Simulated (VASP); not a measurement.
# Hg (C2/m) in VASP: notebook

The runs below take Hg through single point, with r2SCAN.

All numbers are computed with VASP 6.6.1; they aren't measurements. Logs are shortened: lines on timing, memory, paths and dates and some standing lists are left out, and cuts for length are marked.

**1. Starting point**

It takes space group C2/m (No. 12, monoclinic). Conventional cell: a = 4.249 Å, b = 5.345 Å, c = 3.583 Å, α = 90.00°, β = 126.18°, γ = 90.00°. Hg (site symmetry 2/m) is surrounded by 8 Hg at 3.41 to 3.59 Å.

**2. Single point, r2SCAN**

Input file INCAR:

```
SYSTEM = Hg
PREC = Accurate
ENCUT = 460
EDIFF = 1E-6
ISMEAR = 0
SIGMA = 0.2
LREAL = .FALSE.
LASPH = .TRUE.
NELM = 100
ALGO = Normal
ISIF = 2
LWAVE = .FALSE.
LCHARG = .FALSE.
METAGGA = R2SCAN
LMIXTAU = .TRUE.
NBANDS = 12
ADDGRID = .FALSE.
```

Input file KPOINTS:

```
Automatic mesh
0
G
  4 4 4
  0 0 0
```

Input file POSCAR:

```
Hg
1.0
    2.1243184923     -2.6725824964      0.0000000000
    2.1243184923      2.6725824964      0.0000000000
   -2.1151288124      0.0000000000      2.8921990043
Hg
1
Direct
    0.0000000000      0.0000000000      0.0000000000
```

Potentials or basis: VASP PAW PBE potentials, release 64 (Hg).

Launch:

```sh
> cat potpaw_PBE.64/Hg/POTCAR > POTCAR
> mpirun -np 1 vasp_std > vasp.out
```

OUTCAR:

```text
SYSTEM = Hg
   PREC = Accurate
   ENCUT = 460
   EDIFF = 1E-6
   ISMEAR = 0
   LREAL = .FALSE.
   LASPH = .TRUE.
   NELM = 100
   ISIF = 2
   METAGGA = R2SCAN

 Found     24 irreducible k-points:

 Following reciprocal coordinates:
            Coordinates               Weight
  0.000000  0.000000  0.000000      1.000000
  0.250000  0.000000  0.000000      4.000000
  0.500000  0.000000  0.000000      2.000000
  0.250000  0.250000  0.000000      2.000000
  0.500000  0.250000  0.000000      4.000000
 -0.250000  0.250000  0.000000      2.000000
   k-points           NKPTS =     24   k-points in BZ     NKDIM =     24   number of bands    NBANDS=     12
   number of dos      NEDOS =    301   number of ions     NIONS =      1
   total plane-waves  NPLWV =  16128
   dimension x,y,z NGX =    24 NGY =   24 NGZ =   28
   dimension x,y,z NGXF=    48 NGYF=   48 NGZF=   56
   ions per type =               1
   NGX,Y,Z   is equivalent  to a cutoff of  11.69, 11.69, 12.99 a.u.
   NGXF,Y,Z  is equivalent  to a cutoff of  23.37, 23.37, 25.98 a.u.
 SYSTEM =  Hg
   PREC   = accura    normal or accurate (medium, high low for compatibility)
   ISTART =      0    job   : 0-new  1-cont  2-samecut
   ICHARG =      2    charge: 1-file 2-atom 10-const
   ISPIN  =      1    spin polarized calculation?
   LNONCOLLINEAR =      F non collinear calculations
   LSORBIT =      F    spin-orbit coupling
   LASPH  =      T    aspherical Exc in radial PAW
   ENCUT  =  460.0 eV  33.81 Ry    5.81 a.u.   5.97  5.97  6.27*2*pi/ulx,y,z
   NELM   =    100;   NELMIN=  2; NELMDL= -5     # of ELM steps
   EDIFF  = 0.1E-05   stopping-criterion for ELM
   LREAL  =      F    real-space projection
   EDIFFG = 0.1E-04   stopping-criterion for IOM
   NSW    =      0    number of steps for IOM
   IBRION =     -1    ionic relax: 0-MD 1-quasi-New 2-CG
   NFREE  =      0    steps in history (QN), initial steepest desc. (CG)
   ISIF   =      2    stress and relaxation
   ISYM   =      2    0-nonsym 1-usesym 2-fastsym
   POTIM  = 0.5000    time-step for ionic-motion
   TEBEG  =    0.0;   TEEND  =   0.0 temperature during run
   PSTRESS=    0.0 pullay stress
   NELECT =      12.0000    total number of electrons
   NUPDOWN=      -1.0000    fix difference up-down
   EMIN   =  10.00;   EMAX   =-10.00  energy-range for DOS
   EFERMI =   0.00;   METHOD = LEGACY
   ISMEAR =     0;   SIGMA  =   0.20  broadening in eV -4-tet -1-fermi 0-gaus
   EFERMI_NEDOS =   21; number of points for ismear=-14 and -15
   IALGO  =     38    algorithm
   IMIX   =      4    mixing-type and parameters
     AMIX     =   0.40;   BMIX     =  1.00
     AMIX_MAG =   1.60;   BMIX_MAG =  1.00
  volume/ion in A,a.u.               =      32.84       221.62
  Fermi-wavevector in a.u.,A,eV,Ry     =   1.170395  2.211725 18.637577  1.369823
  Thomas-Fermi vector in A             =   2.306854
   LORBIT       =      0    0 simple, 1 ext, 2 COOP (PROOUT), +10 PAW based schemes
   METAGGA = R2SCAN    functional components
   LHFCALC =     F    Hartree Fock is set to
   AEXX    =    0.0000 exact exchange contribution
   IVDW    =     0    specifies the selected vdW correction
   LEPSILON=     F    determine dielectric tensor
   LRPA    =     F    only Hartree local field effects (RPA)
 non-spin polarized calculation
 Gauss-broadening in eV      SIGMA  =   0.20
  energy-cutoff  :      460.00
  volume of cell :       32.84
 maximum number of plane-waves:       762
   NGX = 11   NGY = 11   NGZ = 13

 number of electron      12.0000003 magnetization

 Free energy of the ion-electron system (eV)
  ---------------------------------------------------
  ext. energy  EPLUGINS =         0.00000000
  ---------------------------------------------------
  free energy    TOTEN  =       -49.30297808 eV

  energy without entropy =      -49.29594292  energy(sigma->0) =      -49.29946050

 E-fermi :   0.2242     XC(G=0):  -9.5727

 val. band max:       -0.0387804712   @ k =   0.5000   0.5000   0.2500
 cond. band min:       0.3308088577   @ k =   0.5000   0.0000   0.0000
 fundamental gap:      0.3695893288
 Fermi energy:         0.2242242541

 k-point     1 :       0.0000    0.0000    0.0000
  band No.  band energies     occupation
      1      -6.4782      2.00000
      2      -6.3051      2.00000
      3      -6.0847      2.00000
      4      -6.0610      2.00000
      5      -5.7499      2.00000
      6      -5.6277      2.00000
      7      12.6032      0.00000
      8      12.8104      0.00000
      9      13.2480      0.00000
     10      14.6300      0.00000
     11      14.8754      0.00000
     12      17.0385      0.00000

 k-point     2 :       0.2500    0.0000    0.0000
  band No.  band energies     occupation
      1      -6.3509      2.00000
      2      -6.2046      2.00000
      3      -5.7885      2.00000
      4      -5.7763      2.00000
      5      -5.6723      2.00000
      6      -4.9989      2.00000
      7       6.1515      0.00000
      8      10.2365      0.00000
      9      11.7436      0.00000
     10      13.3385      0.00000
     11      15.2534      0.00000
     12      15.5589      0.00000

 k-point     3 :       0.5000    0.0000    0.0000
  band No.  band energies     occupation
      1      -6.4805      2.00000
      2      -6.3357      2.00000
      3      -5.7989      2.00000
      4      -5.6501      2.00000
      5      -5.3760      2.00000
      6      -1.6362      2.00000
      7       0.3308      0.45105
      8       8.5618      0.00000
      9      10.6193      0.00000
     10      12.7870      0.00000
     11      14.7444      0.00000
     12      17.1425      0.00000

 k-point     4 :       0.2500    0.2500    0.0000
  band No.  band energies     occupation
      1      -6.2620      2.00000
      2      -6.1007      2.00000
      3      -5.8578      2.00000
      4      -5.7667      2.00000
      5      -5.6676      2.00000
      6      -2.6517      2.00000
      7       3.5522      0.00000
      8       5.3637      0.00000
      9       8.9773      0.00000
     10      15.3194      0.00000
     11      15.3416      0.00000
     12      17.2531      0.00000

 k-point     5 :       0.5000    0.2500    0.0000
  band No.  band energies     occupation
      1      -6.3219      2.00000
      2      -6.1470      2.00000
      3      -5.8186      2.00000
      4      -5.7750      2.00000
      5      -5.5453      2.00000
      6      -1.9661      2.00000
      7       2.7616      0.00000
      8       5.6201      0.00000
      9       8.6614      0.00000
     10      13.7971      0.00000
     11      15.1665      0.00000
     12      18.1093      0.00000

 k-point     6 :      -0.2500    0.2500    0.0000
  band No.  band energies     occupation
      1      -6.2264      2.00000
      2      -6.1923      2.00000
      3      -5.8221      2.00000
      4      -5.7531      2.00000
      5      -5.7276      2.00000
      6      -4.8131      2.00000
      7       7.5604      0.00000
      8       9.5486      0.00000
      9      10.2599      0.00000
     10      12.4134      0.00000
     11      13.4674      0.00000
     12      15.9045      0.00000

 [... further k-points ...]

------------------------ aborting loop because EDIFF is reached ----------------------------------------

  FORCE on cell =-STRESS in cart. coord.  units (eV):
  Direction    XX          YY          ZZ          XY          YZ          ZX
  --------------------------------------------------------------------------------------
  -------------------------------------------------------------------------------------
  Total       -0.2033061     -0.1033709     -0.4675276      0.0000000      0.0000000     -0.0032780
  in kB       -9.9186383     -5.0431261    -22.8091391      0.0000000      0.0000000     -0.1599208
  external PRESSURE =     -12.5903012 kB  Pullay stress =       0.0000000 kB

 VOLUME and BASIS-vectors are now :
 -----------------------------------------------------------------------------
  energy-cutoff  :      460.00
  volume of cell :       32.84
      direct lattice vectors                 reciprocal lattice vectors
     2.124318492 -2.672582496  0.000000000     0.235369603 -0.187084964  0.172130973
     2.124318492  2.672582496  0.000000000     0.235369603  0.187084964  0.172130973
    -2.115128812  0.000000000  2.892199004     0.000000000  0.000000000  0.345757674

 POSITION                                       TOTAL-FORCE (eV/Angst)
 -----------------------------------------------------------------------------------
      0.00000      0.00000      0.00000         0.000000      0.000000      0.000000
 -----------------------------------------------------------------------------------
    total drift:                                0.000000     -0.000000     -0.000000

  FREE ENERGIE OF THE ION-ELECTRON SYSTEM (eV)
  ---------------------------------------------------
  free  energy   TOTEN  =       -49.3029780843 eV

  energy  without entropy=      -49.2959429197  energy(sigma->0) =      -49.29946050
```

Run time: 27 s. Hardware: 1 thread of Intel Xeon Platinum 8259CL at 2.50GHz (Skylake/Cascade Lake), shared host; peak memory 0.15 GiB.

The run converged, but some of its settings lie outside the range that counts as converged, so its numbers aren't taken as properties of the crystal.

Results:

| Item | Value |
| --- | --- |
| Free energy | -49.3030 eV |
| Pressure | -1.3 GPa |
| Band gap on the k mesh | none (metal or under the smearing width) |

Caveat: the k mesh is coarse (spacing up to 0.54 Å⁻¹), so the values aren't converged; the PAW data sets were made with another functional, which shifts forces and pressure a little.

**3. Single point, r2SCAN**

INCAR: that of step 2 with these lines changed.

```diff
@@ -5,3 +5,3 @@
 ISMEAR = 0
-SIGMA = 0.2
+SIGMA = 0.05
 LREAL = .FALSE.
```

KPOINTS is that of step 2.

POSCAR is that of step 2.

Potentials or basis: VASP PAW PBE potentials, release 64 (Hg).

Launch:

```sh
> cat potpaw_PBE.64/Hg/POTCAR > POTCAR
> mpirun -np 1 vasp_std > vasp.out
```

It took 24 s on 1 thread of Intel Xeon Platinum 8259CL at 2.50GHz (Skylake/Cascade Lake), shared host; peak memory 0.15 GiB.

The run converged, but some of its settings lie outside the range that counts as converged, so its numbers aren't taken as properties of the crystal.

Results:

| Item | Value |
| --- | --- |
| Free energy | -49.2982 eV |
| Pressure | -1.2 GPa |
| Band gap on the k mesh | none (metal or under the smearing width) |

Caveat: the k mesh is coarse (spacing up to 0.54 Å⁻¹), so the values aren't converged; the PAW data sets were made with another functional, which shifts forces and pressure a little.

**4. The reference run**

An earlier run on the cell as given: functional PBE; potentials or basis VASP PAW PBE potentials, release 64 (Hg); cutoff 520 eV; k mesh 9 × 9 × 9; occupations fermi-dirac, width 0.05 eV; no spin polarisation.

- Pressure: -0.5 GPa
- Band gap on the k mesh: none (metal or under the smearing width)
